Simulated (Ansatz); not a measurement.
The system is Pt.

```
Pt
1.0
    -1.58422    1.58422    1.58422
     1.58422   -1.58422    1.58422
     1.58422    1.58422   -1.58422
Pt
1
Direct
  0.00000 0.00000 0.00000
```

This isn't the form of Pt at room conditions, which is fcc.

Base run:

```yaml
Program: Ansatz 0.2.0
Functional: revPBE
Potentials_or_basis: Ansatz PAW
Cutoff: "420 eV (not typed: the program's choice for these potentials)"
k_mesh: 12 × 12 × 12
Occupations: fermi-dirac, width 0.05 eV
Spin: no spin polarisation
```

Its results: band gap on the k mesh none (metal or under the smearing width); pressure 1.6 GPa.

**Question.** The run is repeated on the same cell with these changes: functional from revPBE to PBEsol. What comes out?

**Answer.** Band gap on the k mesh none (metal or under the smearing width); pressure -11.2 GPa.

PBEsol binds more tightly than revPBE, so the same cell stands under less pressure.

Caveats: spin-orbit coupling is left out, which moves the levels of the heavy elements; the PAW data sets come from PBE, with cores solved anew for the run's functional, which leaves a small shift of forces and pressure.
